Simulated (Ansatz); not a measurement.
# Co: which magnetic state does the SCF reach?, part 2 of 2

How much does the result for Co depend on the starting moments? The same cell is run from several starts. The cell (2 atoms) is Co in the measured crystal structure (space group Fm-3m, primitive cell doubled). Source: COD entry 9012949.

Ansatz 0.2.0; DFT PBE, PAW, plane waves, scalar-relativistic.

### 7 Moments +- scaled by 1.4, plain SCF

This is Co in the fcc structure; at room conditions it is hcp.

File input.yaml:

```yaml
crystal:
  lattice:
    - [0.0, -1.77205, -1.77205]
    - [-3.5441, -1.77205, -1.77205]
    - [0.0, 1.77205, -1.77205]
  atoms:
    - { symbol: Co, position: [0.0, 0.0, 0.0], spin: 4.2 }
    - { symbol: Co, position: [0.0, 0.5, 0.5], spin: -4.2 }
magnetization:
  spin_polarized: true
hamiltonian:
  xc: pbe
  pseudopotentials: { kind: paw }
basis:
  ecutwfc: 420
kpoints:
  mp_grid: { grid: [14, 8, 12] }
scf:
  occupations: { method: fermi_dirac, width: 0.1 }
  lower_state_search: "off"
output:
  forces: true
  stress: true
```

Output (excerpt; [...] marks lines left out):

```text
[... 11 lines as in an earlier run ...]
Bands: 26, of which v1, the nominal top of the filled ones, is band 17 counted from 1 (16 counted from 0)
[... 6 lines as in an earlier run ...]
Starting moments: Σ|m| = 8.4 μB on 2 of 2 sites
[... 3 lines as in an earlier run ...]
[...]
SCF iter   1: F=—  HF=-10249.563653 eV  |F-HF|=—  |Δ(HF+E_count)|=         —  Δρ=2.25e-1 (↑2.25e-1 ↓2.25e-1)  dr2=5.51e-1  dr2_m=1.01e1  M=0.000 μB ∫|m|=4.435 μB  β_m=0.30  ethr=1.62e-3  ⟨swp⟩=1.8  Hψ=54495  notcnv=0
[...]
spin-set hold released at iteration 8 (site moments contracting): the magnetisation degrees of freedom join the quasi-Newton model from the next iteration; the mixer history was flushed
[...]
SCF iter  25: F=-10251.900219 eV  HF=-10251.900219 eV  |F-HF|=1.82e-11  |Δ(HF+E_count)|=  1.69e-10  Δρ=3.61e-7 (↑3.61e-7 ↓3.61e-7)  dr2=5.07e-12  dr2_m=2.25e-11  M=0.000 μB ∫|m|=0.000 μB  ethr=2.02e-12  ⟨swp⟩=1.0  Hψ=22022  notcnv=0
WARN: the starting moments were not kept: the SCF closed with an absolute magnetisation of 1.6e-5 μB, where they sum to 8.4 μB in size (2 sites). That is at most 0.1 of that sum. Measured as dr2_m measures the in/out step, that magnetisation stands 2.8e-10 eV from none, at or under the [...]
SCF converged after 25 iterations
Magnetization: 0.0000 μB (17.0000 up, 17.0000 down)
Absolute magnetization: 0.0000 μB (∫|ρ↑−ρ↓|, with the PAW one-centre terms)
Spin contamination: 0.0000 ħ² per cell (⟨S²⟩ above its minimum at these occupations)
Per-site moments (μB) at R_I (Å): [(6.84231511631667e-6, 1.0337485715713377), (-6.84231511631667e-6, 1.0337485715713377)]
Free energy (F): -10251.900219 eV
[...]
E sigma→0 (E₀):  -10251.816129 eV
Entropy (-TS):   -0.168180 eV (-84.090 meV/atom)
Fermi energy:    17.967282 eV
[... 24 lines left out: energy terms, forces, stress ...]
```

Run time: 17 s. Hardware: 2 threads of an x86-64 CPU, shared host; peak memory 0.66 GiB.

This is the state of step 3 again (non-magnetic), after 25 iterations.

### 8 A moment on one site alone, plain SCF

input.yaml: that of step 7 with these lines changed.

```diff
@@ -6,4 +6,4 @@
   atoms:
-    - { symbol: Co, position: [0.0, 0.0, 0.0], spin: 4.2 }
-    - { symbol: Co, position: [0.0, 0.5, 0.5], spin: -4.2 }
+    - { symbol: Co, position: [0.0, 0.0, 0.0] }
+    - { symbol: Co, position: [0.0, 0.5, 0.5], spin: 3.0 }
 magnetization:
```

Output (excerpt; [...] marks lines left out):

```text
[... 11 lines as in an earlier run ...]
Bands: 23, of which v1, the nominal top of the filled ones, is band 17 counted from 1 (16 counted from 0)
[... 6 lines as in an earlier run ...]
Starting moments: Σ|m| = 3 μB on 1 of 2 sites
[... 2 lines as in an earlier run ...]
SCF iter   1: F=—  HF=-10252.087981 eV  |F-HF|=—  |Δ(HF+E_count)|=         —  Δρ=1.42e-1 (↑1.42e-1 ↓6.61e-2)  dr2=7.52e0  dr2_m=6.12e-1  M=2.917 μB ∫|m|=3.018 μB  β_m=0.30  ethr=3.10e-3  ⟨swp⟩=5.1  Hψ=67956  notcnv=0
[...]
spin-set hold released at iteration 6 (the charge has settled, or the pull on large starting moments outlasts its swing): the magnetisation degrees of freedom join the quasi-Newton model from the next iteration; the mixer history was flushed
[...]
SCF iter  17: F=-10252.305440 eV  HF=-10252.305440 eV  |F-HF|=2.54e-8  |Δ(HF+E_count)|=   1.95e-7  Δρ=1.47e-5 (↑1.47e-5 ↓1.09e-5)  dr2=3.93e-8  dr2_m=1.51e-8  M=3.350 μB ∫|m|=3.652 μB  ethr=2.94e-10  ⟨swp⟩=3.0  Hψ=65809  notcnv=0
[...]
SCF converged after 17 iterations
Magnetization: 3.3501 μB (18.6751 up, 15.3249 down)
Absolute magnetization: 3.6526 μB (∫|ρ↑−ρ↓|, with the PAW one-centre terms)
Spin contamination: 0.0550 ħ² per cell (⟨S²⟩ above its minimum at these occupations)
Per-site moments (μB) at R_I (Å): [(1.744247006231264, 1.0337485715713377), (1.7442748833896946, 1.0337485715713377)]
Free energy (F): -10252.305440 eV
[...]
E sigma→0 (E₀):  -10252.267092 eV
Entropy (-TS):   -0.076697 eV (-38.348 meV/atom)
Fermi energy:    18.240449 eV
[... 24 lines left out: energy terms, forces, stress ...]
```

Wall time 24 s (2 threads of an x86-64 CPU, shared host); peak memory 0.66 GiB.

This is the state of step 2 again (ferromagnetic), after 17 iterations.

### 9 Parallel moments, Broyden mixing, no switch to direct minimisation

input.yaml: that of step 8 with these lines changed.

```diff
@@ -6,3 +6,3 @@
   atoms:
-    - { symbol: Co, position: [0.0, 0.0, 0.0] }
+    - { symbol: Co, position: [0.0, 0.0, 0.0], spin: 3.0 }
     - { symbol: Co, position: [0.0, 0.5, 0.5], spin: 3.0 }
@@ -20,2 +20,4 @@
   lower_state_search: "off"
+  algorithm: density_mixing
+  mixing: { algorithm: broyden, beta: 0.3 }
 output:
```

Output (excerpt; [...] marks lines left out):

```text
[... 18 lines as in an earlier run ...]
Starting moments: Σ|m| = 6 μB on 2 of 2 sites
[... 3 lines as in an earlier run ...]
SCF iter   1: F=—  HF=-10251.844646 eV  |F-HF|=—  |Δ(HF+E_count)|=         —  Δρ=1.23e-1 (↑1.23e-1 ↓7.99e-2)  dr2=3.20e-1  dr2_m=2.06e0  M=3.841 μB ∫|m|=4.039 μB  β_m=0.83  ethr=9.42e-4  ⟨swp⟩=1.0  Hψ=97050  notcnv=0
[...]
[... 1 line as in an earlier run ...]
[...]
SCF iter  14: F=-10252.305440 eV  HF=-10252.305440 eV  |F-HF|=1.02e-8  |Δ(HF+E_count)|=   1.27e-7  Δρ=1.53e-6 (↑1.15e-6 ↓1.53e-6)  dr2=5.63e-11  dr2_m=3.06e-10  M=3.350 μB ∫|m|=3.652 μB  ethr=1.00e-12  ⟨swp⟩=3.0  Hψ=50765  notcnv=0
[...]
this state was not tested for a lower state beside it, because the mixer in use, unlike msr1, does not test its closes by its own steps (another_mixer; see scf.mixing.algorithm and scf.lower_state_search)
SCF converged after 14 iterations
Magnetization: 3.3502 μB (18.6751 up, 15.3249 down)
Absolute magnetization: 3.6527 μB (∫|ρ↑−ρ↓|, with the PAW one-centre terms)
Spin contamination: 0.0550 ħ² per cell (⟨S²⟩ above its minimum at these occupations)
Per-site moments (μB) at R_I (Å): [(1.7443281864588263, 1.0337485715713377), (1.7443281864588254, 1.0337485715713377)]
Free energy (F): -10252.305440 eV
[...]
E sigma→0 (E₀):  -10252.267095 eV
Entropy (-TS):   -0.076690 eV (-38.345 meV/atom)
Fermi energy:    18.240658 eV
[... 24 lines left out: energy terms, forces, stress ...]
```

Run time: 24 s. Hardware: 2 threads of an x86-64 CPU, shared host; peak memory 0.67 GiB.

This is the state of step 2 again (ferromagnetic), after 14 iterations.

### 10 Parallel moments, spin not held back in the first iterations, no switch to direct minimisation

input.yaml: that of step 9 with these lines changed.

```diff
@@ -21,3 +21,3 @@
   algorithm: density_mixing
-  mixing: { algorithm: broyden, beta: 0.3 }
+  mixing: { spin_hold: "off" }
 output:
```

Output (excerpt; [...] marks lines left out):

```text
[... 18 lines as in an earlier run ...]
Starting moments: Σ|m| = 6 μB on 2 of 2 sites
[... 2 lines as in an earlier run ...]
[...]
SCF iter   1: F=—  HF=-10251.616774 eV  |F-HF|=—  |Δ(HF+E_count)|=         —  Δρ=1.17e-1 (↑1.17e-1 ↓7.91e-2)  dr2=2.97e-1  dr2_m=1.91e0  M=3.832 μB ∫|m|=3.953 μB  β_m=0.30  ethr=8.75e-4  ⟨swp⟩=1.0  Hψ=97016  notcnv=0
[...]
SCF iter   9: F=-10252.305440 eV  HF=-10252.305440 eV  |F-HF|=9.42e-10  |Δ(HF+E_count)|=   6.29e-8  Δρ=6.34e-6 (↑6.34e-6 ↓4.44e-6)  dr2=3.12e-9  dr2_m=1.72e-9  M=3.350 μB ∫|m|=3.652 μB  ethr=2.94e-10  ⟨swp⟩=2.5  Hψ=70052  notcnv=0
[...]
SCF converged after 9 iterations
Magnetization: 3.3502 μB (18.6751 up, 15.3249 down)
Absolute magnetization: 3.6527 μB (∫|ρ↑−ρ↓|, with the PAW one-centre terms)
Spin contamination: 0.0550 ħ² per cell (⟨S²⟩ above its minimum at these occupations)
Per-site moments (μB) at R_I (Å): [(1.744306100537663, 1.0337485715713377), (1.7443061005376623, 1.0337485715713377)]
Free energy (F): -10252.305440 eV
[...]
E sigma→0 (E₀):  -10252.267094 eV
Entropy (-TS):   -0.076692 eV (-38.346 meV/atom)
Fermi energy:    18.240622 eV
[... 24 lines left out: energy terms, forces, stress ...]
```

Run time: 17 s. Hardware: 2 threads of an x86-64 CPU, shared host; peak memory 0.67 GiB.

Nothing new: the 9 iterations lead to the state found in step 2 (ferromagnetic).

### 11 All ends together

```
step  iterations  state  moments of Co1 Co2 (μB)  total (μB)  gap (eV)  pressure (GPa)  above lowest (meV/atom)
   2           9      1                1.74 1.74        3.35      none            -3.5                      0.0
   3          18      2                0.00 0.00        0.00      none           -15.6                      203
   4           6      2                0.00 0.00        0.00      none           -15.6                      203
   5           9      1                1.74 1.74        3.35      none            -3.5                      0.0
   6          18      1                1.74 1.74        3.35      none            -3.5                      0.0
   7          25      2                0.00 0.00        0.00      none           -15.6                      203
   8          17      1                1.74 1.74        3.35      none            -3.5                      0.0
   9          14      1                1.74 1.74        3.35      none            -3.5                      0.0
  10           9      1                1.74 1.74        3.35      none            -3.5                      0.0
```

States are numbered from the lowest. Starts by step: 2 parallel moments, plain SCF; 3 opposed moments +-, plain SCF; 4 no spin polarisation; 5 spin on, no moments given (the program may seed its own), plain SCF; 6 parallel moments scaled by 0.2, plain SCF; 7 moments +- scaled by 1.4, plain SCF; 8 a moment on one site alone, plain SCF; 9 parallel moments, Broyden mixing, no switch to direct minimisation; 10 parallel moments, spin not held back in the first iterations, no switch to direct minimisation.

The 9 runs of this session took 2.5 min in all, from 5 s to 24 s each.

Decimal logarithm of the largest residual (eV) by iteration, counted through all cycles of a run (7 of the 9 runs):

```
iteration  step 2  step 3  step 4  step 5  step 6  step 7  step 10
        1     0.3     0.5    -3.9     1.3    -0.5     1.0      0.3
        2     0.1     0.3    -4.5    -0.6    -1.1     0.8      0.1
        3     0.2     0.4    -5.7    -1.4    -1.1     0.6      0.1
        4    -1.9    -1.1    -6.6    -1.9    -1.1     0.5     -1.8
        5    -2.0    -1.6    -8.1    -2.4    -1.1     0.3     -2.3
        8    -6.7    -2.4       -    -5.7    -1.3    -0.2     -6.0
       10       -    -3.6       -       -    -1.9    -0.8        -
       12       -    -5.1       -       -    -0.8    -1.8        -
       14       -    -5.8       -       -    -3.1    -2.9        -
       16       -    -8.0       -       -    -6.8    -4.3        -
       18       -   -10.3       -       -    -8.8    -4.6        -
       21       -       -       -       -       -    -6.9        -
       23       -       -       -       -       -    -8.9        -
       25       -       -       -       -       -   -10.6        -
```

### 12 Results

The summary covers parts 1 to 2.

| quantity | value |
| --- | --- |
| distinct states | 2 from 9 converged runs |
| lowest state from plain starts | ferromagnetic |
| its moments | Co1 1.74, Co2 1.74 μB |
| total moment | 3.35 μB per cell |
| gap on the k-mesh | none |
| pressure | -3.5 GPa |
| largest force | 0.000 eV/Å |
| next state | non-magnetic, 203 meV/atom higher |

The 9 converged runs end in 2 distinct states. Switching spin polarisation off costs 203 meV/atom in free energy, smearing entropy included. These are lowest states among those tried, not proven ground states. The mesh has less symmetry than the lattice, which lowers the symmetry of the run.
